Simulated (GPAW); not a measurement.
# MoS2 in GPAW: notebook

The runs below take MoS2 through band structure, with PBEsol, PBEsol+U.

Everything below comes from runs of GPAW 26.7.0. Logs are shortened: lines on timing, memory, paths and dates and some standing lists are left out, and cuts for length are marked. The log counts tension as positive stress, the text compression.

## Step 1: The structure

The cell holds a slab with vacuum, 3 atoms: a = 3.184 Å, b = 3.184 Å, c = 17.335 Å, α = 90.00°, β = 90.00°, γ = 120.00°.

## Step 2: Band structure, PBEsol

File run.py:

```python
from ase import Atoms
from ase.dft.bandgap import bandgap
from ase.io import write
from ase.units import GPa
from gpaw import GPAW, PW, setup_paths

setup_paths.insert(0, '.')

atoms = Atoms(['Mo', 'S', 'S'],
              cell=[[3.1841260822, 0.0, 0.0],
                    [-1.5920630411, 2.757534076, 0.0],
                    [0.0, 0.0, 17.33459995]],
              scaled_positions=[[0.0, 0.0, 0.0],
                                [0.3333333333, 0.6666666667, 0.91050702],
                                [0.3333333333, 0.6666666667, 0.08949298]],
              pbc=True)

calc = GPAW(mode=PW(600),
            xc='PBEsol',
            kpts={'size': (8, 8, 2), 'gamma': True},
            occupations={'name': 'fermi-dirac', 'width': 0.05},
            nbands=25,
            convergence={'density': 1e-05, 'energy': 1e-05},
            maxiter=150,
            txt='gpaw.txt')
atoms.calc = calc
energy = atoms.get_potential_energy()
forces = atoms.get_forces()
stress = atoms.get_stress()
calc.write('gs.gpw')
write('result.traj', atoms)
print(f'Energy: {energy:.6f} eV')
print('Forces (eV/A):')
print(forces.round(4))
print('Stress (GPa):', (stress / GPa).round(3))
print('Fermi level:', round(calc.get_fermi_level(), 4), 'eV')
print(f'Gap: {bandgap(calc)[0]:.4f} eV, direct: {bandgap(calc, direct=True)[0]:.4f} eV')

path = atoms.cell.bandpath('GMKGALHA,LM,KH', npoints=80, eps=1e-4)
bs_calc = calc.fixed_density(kpts=path, symmetry='off', nbands=49,
                             convergence={'bands': 'CBM+6.0', 'eigenstates': 1e-6}, txt='bands.txt')
bs = bs_calc.band_structure()
bs.write('bs.json')
print(f'Gap on the path: {bandgap(bs_calc)[0]:.4f} eV')
```

Potentials or basis: PAW data sets generated in the run's folder for this functional, pw.

The run is started by

```sh
$ gpaw-setup -f PBEsol Mo S
$ OMP_NUM_THREADS=1 python run.py
```

gpaw.txt:

```text
__  _  _
 | _ |_)|_||  |
 |__||  | ||/\| - 26.7.0

Input parameters:
  mode=PW(ecut=600.0),
  convergence={'density': 1e-05, 'energy': 1e-05},
  kpts=MonkhorstPack(size=(8, 8, 2), gamma=True),
  maxiter=150,
  nbands=25,
  occupations=Occupations(name='fermi-dirac', width=0.05),
  xc=XC(name='PBEsol')

Diagonalizing LCAO Hamiltonian
Converting LCAO to pw mode

         S

         S

       Mo

Atoms  # Å, Bohr magnetons
|   | symbol |         x |        y |         z |    initial magnetic moments |
|---|--------|-----------|----------|-----------|-----------------------------|
| 0 |     Mo |  0.000000 | 0.000000 |  0.000000 | ( 0.0000,  0.0000,  0.0000) |
| 1 |      S | -0.000000 | 1.838356 | 15.783275 | ( 0.0000,  0.0000,  0.0000) |
| 2 |      S | -0.000000 | 1.838356 |  1.551325 | ( 0.0000,  0.0000,  0.0000) |

Unit cell  # Å
| periodic |         x |        y |         z |   lengths |     angles |
|----------|-----------|----------|-----------|-----------|------------|
|      yes |  3.184126 | 0.000000 |  0.000000 |  3.184126 |  90.000000 |
|      yes | -1.592063 | 2.757534 |  0.000000 |  3.184126 |  90.000000 |
|      yes |  0.000000 | 0.000000 | 17.334600 | 17.334600 | 120.000000 |

Number of symmetries: 12
Symmetry operations  # r_c * U_cc + t_c -> r_c
|    | kind |            matrix            |
|----|------|------------------------------|
|  0 |  σ   |  1, 1, 0,  0,-1, 0,  0, 0, 1 |
|  1 |  C2  |  1, 1, 0,  0,-1, 0,  0, 0,-1 |
|  2 |  E   |  1, 0, 0,  0, 1, 0,  0, 0, 1 |
|  3 |  σ   |  1, 0, 0,  0, 1, 0,  0, 0,-1 |
|  4 |  C3  |  0, 1, 0, -1,-1, 0,  0, 0, 1 |
|  5 |  S3  |  0, 1, 0, -1,-1, 0,  0, 0,-1 |
|  6 |  σ   |  0,-1, 0, -1, 0, 0,  0, 0, 1 |
|  7 |  C2  |  0,-1, 0, -1, 0, 0,  0, 0,-1 |
|  8 |  σ   | -1, 0, 0,  1, 1, 0,  0, 0, 1 |
|  9 |  C2  | -1, 0, 0,  1, 1, 0,  0, 0,-1 |
| 10 |  C3  | -1,-1, 0,  1, 0, 0,  0, 0, 1 |
| 11 |  S3  | -1,-1, 0,  1, 0, 0,  0, 0,-1 |

BZ-sampling:
  Number of BZ points: 128
  Number of IBZ points: 20

  Monkhorst-Pack size: [8, 8, 2]
  Monkhorst-Pack shift: [0.0625, 0.0625, 0.25]

K-points  # in reciprocal-cell coordinates
|     |                                coordinates |     weight |
|-----|--------------------------------------------|------------|
|   0 | (  0.00000000,   0.00000000,   0.00000000) | 0.00781250 |
|   1 | (  0.00000000,   0.00000000,   0.50000000) | 0.00781250 |
|   2 | (  0.12500000,   0.00000000,   0.00000000) | 0.04687500 |
|   3 | (  0.12500000,   0.00000000,   0.50000000) | 0.04687500 |
|   4 | (  0.25000000,  -0.12500000,   0.00000000) | 0.04687500 |
|   5 | (  0.25000000,  -0.12500000,   0.50000000) | 0.04687500 |
|   6 | (  0.25000000,   0.00000000,   0.00000000) | 0.04687500 |
|   7 | (  0.25000000,   0.00000000,   0.50000000) | 0.04687500 |
|   8 | (  0.37500000,  -0.12500000,   0.00000000) | 0.09375000 |
|   9 | (  0.37500000,  -0.12500000,   0.50000000) | 0.09375000 |
| ... |                                            |            |
|  19 | (  0.50000000,   0.50000000,   0.50000000) | 0.02343750 |

Plane wave coefficients: 5109
Cutoff: 600.0 eV

Spin-components: 1 (collinear spins)
Bands:           25
Projectors:      16
Spin-degeneracy: 2
Datatype:        complex128

Parallelization:
  kpt:    1
  domain: 1
  band:   1

Density:
  Valence electrons: 26.0
  Components: 1
  Grid points: [18 18 98]
  Charge: 0.0  # |e|

Potential:
  Grid points: [18 18 98]

species:
  Mo:
    name:    Molybdenum
    Z:       42.0
    valence: 14
    core:    28
    charge:  0.0  # [|e|]
    compensation charges:
      type: gauss
      rc: 0.38  # [Å]
      lmax: 2
    cutoffs:
      filter: 2.16  # [Å]
      core: 1.42  # [Å]
    projectors
    | kind |    occ | energy [eV] | rcut [Å] |
    |------|--------|-------------|----------|
    |   4s |  2.000 |     -64.262 |    1.238 |
    |   5s |  1.000 |      -4.116 |    1.238 |
    |   4p |  6.000 |     -38.461 |    1.296 |
    |   5p |  0.000 |      -1.012 |    1.296 |
    |   4d |  5.000 |      -3.770 |    1.296 |
    |    d |        |      23.442 |    1.296 |

    Using partial waves for Mo as LCAO basis

  S:
    name:    Sulfur
    Z:       16.0
    valence: 6
    core:    10
    charge:  0.0  # [|e|]
    compensation charges:
      type: gauss
      rc: 0.24  # [Å]
      lmax: 2
    cutoffs:
      filter: 1.77  # [Å]
      core: 1.66  # [Å]
    projectors
    | kind |    occ | energy [eV] | rcut [Å] |
    |------|--------|-------------|----------|
    |   3s |  2.000 |     -17.192 |    0.974 |
    |   3p |  4.000 |      -6.978 |    0.979 |
    |    s |        |      10.020 |    0.974 |
    |    p |        |      20.234 |    0.979 |
    |    d |        |       0.000 |    0.900 |

    Using partial waves for S as LCAO basis

Reference energy: -131755.109894  # eV

eigensolver:
  PPCG
  Converge bands: occupied
  niter=2

density mixing:
  MSR1-Mixer
  Pratt-step length: 0.05
  Maximum mixing coefficient: 0.75
  Old densities: 10
  SVD Regularization: 0.005
  Good broyden scale: 1.0
  Trust region scale: 1.0
  Backstep threshold: 4.0
  History deletion threshold: 6.0
  Fourier metric: weight=20.0, sigma=0.015

occupation numbers:
  Fermi-Dirac:
    width: 0.0500  # eV

poisson solver:
  ecut: 4800.0  # eV

xc functional:
  name: PBEsol with 2 nearest neighbor stencil

convergence criteria:
- Maximum integral of absolute [dens]ity change: 1e-05 electrons / valence electron
- Maximum [total energy] change in last 3 cyles: 1e-05 eV / valence electron
- Maximum integral of absolute [eigenst]ate change: 4e-08 eV^2 / valence electron
maximum number of iterations: 150

SCF iterations
|iter     | |      energy | eigst |  dens |
|---------|-|-------------|-------|-------|
|iter:   1| |  -25.319977 | +0.38 |       |
|iter:   2| |  -24.787059 | -1.30 | -0.98 |
|iter:   3| |  -23.711391 | -1.14 | -1.05 |
|iter:   4| |  -23.678954 | -2.17 | -1.50 |
|iter:   5| |  -23.677476 | -2.88 | -1.84 |
|iter:   6| |  -23.674941 | -3.66 | -2.30 |
|iter:   7| |  -23.674874 | -4.58 | -2.89 |
|iter:   8| |  -23.674868c| -5.61 | -3.44 |
|iter:   9| |  -23.674868c| -6.61 | -4.22 |
|iter:  10| |  -23.674868c| -7.43c| -4.87 |
|iter:  11| |  -23.674868c| -8.02c| -5.60c|

Converged in 11 steps
Energy contributions relative to reference atoms: (reference = -131755.109894)

Energy contributions:
  Kinetic:          -4.897206
  Coulomb:          -2.008577
  Zero:             -0.099705
  External:          0.000000
  Xc:              -16.669380
  Entropy:          -0.000000
  Spinorbit:         0.000000
  ----------------------------
  Free energy:     -23.674868
  Extrapolated:    -23.674868

dipole moment: (-9.488944, -8.315285, -65.033314)  # |e|*Ang

Fermi level: -0.387
Eigenvalues  # (at kpt = [0.000, 0.000, 0.000])
| band index |      eig [eV] | occ [0-2] |
|------------|---------------|-----------|
|          0 |       -62.087 |     2.000 |
|        ... |               |           |
|          5 |       -14.018 |     2.000 |
|          6 |        -6.888 |     2.000 |
|          7 |        -3.920 |     2.000 |
|          8 |        -3.920 |     2.000 |
|          9 |        -2.992 |     2.000 |
|         10 |        -2.792 |     2.000 |
[... 8 lines left out ...]
|         19 |         4.878 |     0.000 |
|         20 |         5.652 |     0.000 |
|        ... |               |           |
|         24 |         9.434 |     0.000 |

Gap: 1.755 eV
Transition (v -> c):
  (s=0, k=1, n=12, [0.00, 0.00, 0.50]) -> (s=0, k=13, n=13, [0.38, 0.38, 0.50])
Direct/indirect transitions are different
Direct gap: 1.961 eV
Transition at: (s=0, k=13, n=12, [0.38, 0.38, 0.50])

Forces  # eV/Ang
|       x |        y |        z |
|---------|----------|----------|
| 0.00000 | -0.00000 |  0.00000 |  # Mo   0
| 0.00000 | -0.00000 |  0.14821 |  # S    1
| 0.00000 |  0.00000 | -0.14821 |  # S    2

Stress tensor  # eV/Ang^3
|        x |        y |        z |
|----------|----------|----------|
| 0.009517 | 0.000000 | 0.000000 |
| 0.000000 | 0.009517 | 0.000000 |
| 0.000000 | 0.000000 | 0.003240 |

# Writing to gs.gpw (mode='')
```

Run time: 6.4 min. Hardware: 1 thread of Intel Xeon at 2.50GHz (Skylake/Cascade Lake), shared host; peak memory 0.68 GiB.

What came out:

| Item | Value |
| --- | --- |
| Free energy | -23.6749 eV |
| Largest force | 0.148 eV/Å |
| Band gap on the k mesh | 1.76 eV, indirect (least direct gap 1.96 eV) |
| Band gap along the path | 1.57 eV, indirect (least direct gap 1.64 eV) |

Forces in eV/Å, atoms in the order of the input:
```
Mo   0.000  0.000  0.000
S    0.000  0.000  0.148
S    0.000  0.000 -0.148
```

Stress tensor (GPa, compression positive):
```
-1.52  0.00  0.00
 0.00 -1.52  0.00
 0.00  0.00 -0.52
```

Levels at the corners of the path, in eV from the valence-band top:
```
point  band 10  band 11  band 12  band 13  band 14  band 15  band 16  band 17
    Γ    -1.76    -1.56    -1.56     0.00     2.72     2.72     3.01     3.01
    M    -3.22    -1.85    -1.03    -0.68     2.16     2.69     3.82     4.31
    K    -3.59    -2.91    -2.12    -0.07     1.57     3.04     3.51     4.82
    Γ    -1.76    -1.56    -1.56     0.00     2.72     2.72     3.01     3.01
    A    -1.76    -1.56    -1.56     0.00     2.72     2.72     3.01     3.01
    L    -3.22    -1.85    -1.03    -0.68     2.16     2.69     3.82     4.31
    H    -3.59    -2.91    -2.12    -0.07     1.57     3.04     3.51     4.82
    A    -1.76    -1.56    -1.56     0.00     2.72     2.72     3.01     3.01
    L    -3.22    -1.85    -1.03    -0.68     2.16     2.69     3.82     4.31
    M    -3.22    -1.85    -1.03    -0.68     2.16     2.69     3.82     4.31
    K    -3.59    -2.91    -2.12    -0.07     1.57     3.04     3.51     4.82
    H    -3.59    -2.91    -2.12    -0.07     1.57     3.04     3.51     4.82
```

Expect the measured gap to be larger: semilocal functionals such as PBEsol lack the derivative discontinuity.

## Step 3: Band structure, PBEsol+U

run.py: that of step 2 with these lines changed.

```diff
@@ -21,2 +21,3 @@
             occupations={'name': 'fermi-dirac', 'width': 0.05},
+            setups={'Mo': ':d,1.0'},
             nbands=25,
```

Potentials or basis: PAW data sets generated in the run's folder for this functional, pw.

The run is started by

```sh
$ gpaw-setup -f PBEsol Mo S
$ OMP_NUM_THREADS=1 python run.py
```

gpaw.txt:

```text
__  _  _
 | _ |_)|_||  |
 |__||  | ||/\| - 26.7.0

Input parameters:
  mode=PW(ecut=600.0),
  convergence={'density': 1e-05, 'energy': 1e-05},
  kpts=MonkhorstPack(size=(8, 8, 2), gamma=True),
  maxiter=150,
  nbands=25,
  occupations=Occupations(name='fermi-dirac', width=0.05),
  setups={'Mo': ':d,1.0'},
  xc=XC(name='PBEsol')

Diagonalizing LCAO Hamiltonian
Converting LCAO to pw mode

         S

         S

       Mo

Atoms  # Å, Bohr magnetons
|   | symbol |         x |        y |         z |    initial magnetic moments |
|---|--------|-----------|----------|-----------|-----------------------------|
| 0 |     Mo |  0.000000 | 0.000000 |  0.000000 | ( 0.0000,  0.0000,  0.0000) |
| 1 |      S | -0.000000 | 1.838356 | 15.783275 | ( 0.0000,  0.0000,  0.0000) |
| 2 |      S | -0.000000 | 1.838356 |  1.551325 | ( 0.0000,  0.0000,  0.0000) |

Unit cell  # Å
| periodic |         x |        y |         z |   lengths |     angles |
[... 179 lines left out ...]
  Xc:              -15.416717
  Entropy:          -0.000000
  Spinorbit:         0.000000
  ----------------------------
  Free energy:     -22.428652
  Extrapolated:    -22.428652

dipole moment: (-9.487662, -8.317403, -65.039812)  # |e|*Ang

Fermi level: -0.415
Eigenvalues  # (at kpt = [0.000, 0.000, 0.000])
| band index |      eig [eV] | occ [0-2] |
|------------|---------------|-----------|
|          0 |       -62.111 |     2.000 |
|        ... |               |           |
|          5 |       -14.018 |     2.000 |
|          6 |        -6.899 |     2.000 |
|          7 |        -3.923 |     2.000 |
|          8 |        -3.923 |     2.000 |
|          9 |        -2.992 |     2.000 |
|         10 |        -2.775 |     2.000 |
[... 8 lines left out ...]
|         19 |         4.873 |     0.000 |
|         20 |         5.652 |     0.000 |
|        ... |               |           |
|         24 |         9.432 |     0.000 |

Gap: 1.747 eV
Transition (v -> c):
  (s=0, k=1, n=12, [0.00, 0.00, 0.50]) -> (s=0, k=13, n=13, [0.38, 0.38, 0.50])
Direct/indirect transitions are different
Direct gap: 1.934 eV
Transition at: (s=0, k=13, n=12, [0.38, 0.38, 0.50])

Forces  # eV/Ang
|       x |       y |        z |
|---------|---------|----------|
| 0.00000 | 0.00000 |  0.00000 |  # Mo   0
| 0.00000 | 0.00000 |  0.13439 |  # S    1
| 0.00000 | 0.00000 | -0.13439 |  # S    2

Stress tensor  # eV/Ang^3
|        x |        y |        z |
|----------|----------|----------|
| 0.009245 | 0.000000 | 0.000000 |
| 0.000000 | 0.009245 | 0.000000 |
| 0.000000 | 0.000000 | 0.002958 |

# Writing to gs.gpw (mode='')
```

stdout:

```text
Energy: -22.428652 eV
Forces (eV/A):
[[ 0.      0.      0.    ]
 [ 0.      0.      0.1344]
 [ 0.      0.     -0.1344]]
Stress (GPa): [1.481 1.481 0.474 0.    0.    0.   ]
Fermi level: -0.4152 eV
Gap: 1.7474 eV, direct: 1.9344 eV
Gap on the path: 1.5567 eV
```

It took 6.4 min on 1 thread of Intel Xeon at 2.50GHz (Skylake/Cascade Lake), shared host; peak memory 0.68 GiB.

What came out:

```
Free energy             : -22.4287 eV
Largest force           : 0.134 eV/Å
Band gap on the k mesh  : 1.75 eV, indirect (least direct gap 1.93 eV)
Band gap along the path : 1.56 eV, indirect (least direct gap 1.61 eV)
```

Forces in eV/Å, atoms in the order of the input:
```
Mo   0.000  0.000  0.000
S    0.000  0.000  0.134
S    0.000  0.000 -0.134
```

Levels at the corners of the path, in eV from the valence-band top:
```
point  band 10  band 11  band 12  band 13  band 14  band 15  band 16  band 17
    Γ    -1.74    -1.52    -1.52     0.00     2.76     2.76     3.04     3.04
    M    -3.18    -1.82    -1.01    -0.67     2.19     2.69     3.86     4.35
    K    -3.56    -2.89    -2.09    -0.05     1.56     3.08     3.54     4.87
    Γ    -1.74    -1.52    -1.52     0.00     2.76     2.76     3.04     3.04
    A    -1.74    -1.52    -1.52     0.00     2.76     2.76     3.04     3.04
    L    -3.18    -1.82    -1.01    -0.67     2.19     2.69     3.86     4.35
    H    -3.56    -2.89    -2.09    -0.05     1.56     3.08     3.54     4.87
    A    -1.74    -1.52    -1.52     0.00     2.76     2.76     3.04     3.04
    L    -3.18    -1.82    -1.01    -0.67     2.19     2.69     3.86     4.35
    M    -3.18    -1.82    -1.01    -0.67     2.19     2.69     3.86     4.35
    K    -3.56    -2.89    -2.09    -0.05     1.56     3.08     3.54     4.87
    H    -3.56    -2.89    -2.09    -0.05     1.56     3.08     3.54     4.87
```

## Step 4: Band structure, PBEsol+U

run.py: that of step 3 with these lines changed.

```diff
@@ -21,3 +21,3 @@
             occupations={'name': 'fermi-dirac', 'width': 0.05},
-            setups={'Mo': ':d,1.0'},
+            setups={'Mo': ':d,2.0'},
             nbands=25,
```

The run is started by

```sh
$ gpaw-setup -f PBEsol Mo S
$ OMP_NUM_THREADS=1 python run.py
```

Wall time 6.5 min (1 thread of Intel Xeon at 2.50GHz (Skylake/Cascade Lake), shared host); peak memory 0.68 GiB.

It converged, with:

| Property | Result |
| --- | --- |
| Free energy | -21.1832 eV |
| Largest force | 0.119 eV/Å |
| Band gap on the k mesh | 1.74 eV, indirect (least direct gap 1.90 eV) |
| Band gap along the path | 1.54 eV, indirect (least direct gap 1.56 eV) |

Forces in eV/Å, atoms in the order of the input:
```
Mo   0.000  0.000  0.000
S    0.000  0.000  0.119
S    0.000  0.000 -0.119
```

Stress tensor (GPa, compression positive):
```
-1.43  0.00  0.00
 0.00 -1.43  0.00
 0.00  0.00 -0.42
```

Levels at the corners of the path, in eV from the valence-band top:
| point | band 10 | band 11 | band 12 | band 13 | band 14 | band 15 | band 16 | band 17 |
| --- | --- | --- | --- | --- | --- | --- | --- | --- |
| Γ | -1.70 | -1.47 | -1.47 | 0.00 | 2.81 | 2.81 | 3.07 | 3.07 |
| M | -3.13 | -1.77 | -0.97 | -0.65 | 2.22 | 2.69 | 3.91 | 4.40 |
| K | -3.53 | -2.85 | -2.04 | -0.02 | 1.54 | 3.14 | 3.57 | 4.93 |
| Γ | -1.70 | -1.47 | -1.47 | 0.00 | 2.81 | 2.81 | 3.07 | 3.07 |
| A | -1.70 | -1.47 | -1.47 | 0.00 | 2.81 | 2.81 | 3.07 | 3.07 |
| L | -3.13 | -1.77 | -0.97 | -0.65 | 2.22 | 2.69 | 3.91 | 4.40 |
| H | -3.53 | -2.85 | -2.04 | -0.02 | 1.54 | 3.14 | 3.57 | 4.93 |
| A | -1.70 | -1.47 | -1.47 | 0.00 | 2.81 | 2.81 | 3.07 | 3.07 |
| L | -3.13 | -1.77 | -0.97 | -0.65 | 2.22 | 2.69 | 3.91 | 4.40 |
| M | -3.13 | -1.77 | -0.97 | -0.65 | 2.22 | 2.69 | 3.91 | 4.40 |
| K | -3.53 | -2.85 | -2.04 | -0.02 | 1.54 | 3.14 | 3.57 | 4.93 |
| H | -3.53 | -2.85 | -2.04 | -0.02 | 1.54 | 3.14 | 3.57 | 4.93 |

## Step 5: Overview

| level | U | gap on the mesh (eV) | largest force (eV/Å) |
| --- | --- | --- | --- |
| PBEsol | - | 1.76 | 0.15 |
| PBEsol+U | Mo d U = 1 eV | 1.75 | 0.13 |
| PBEsol+U | Mo d U = 2 eV | 1.74 | 0.12 |

Alike in all rows: task band structure; potentials or basis PAW data sets generated in the run's folder for this functional, pw; no spin polarisation; cell as given; k mesh 8 × 8 × 2; cutoff (eV) 600; smearing fermi-dirac 0.05 eV.

On the cell as given the gap runs from 1.54 eV (PBEsol+U) to 1.57 eV (PBEsol).

Total energies depend on the potentials used, so only differences within one code and one set of settings carry meaning.
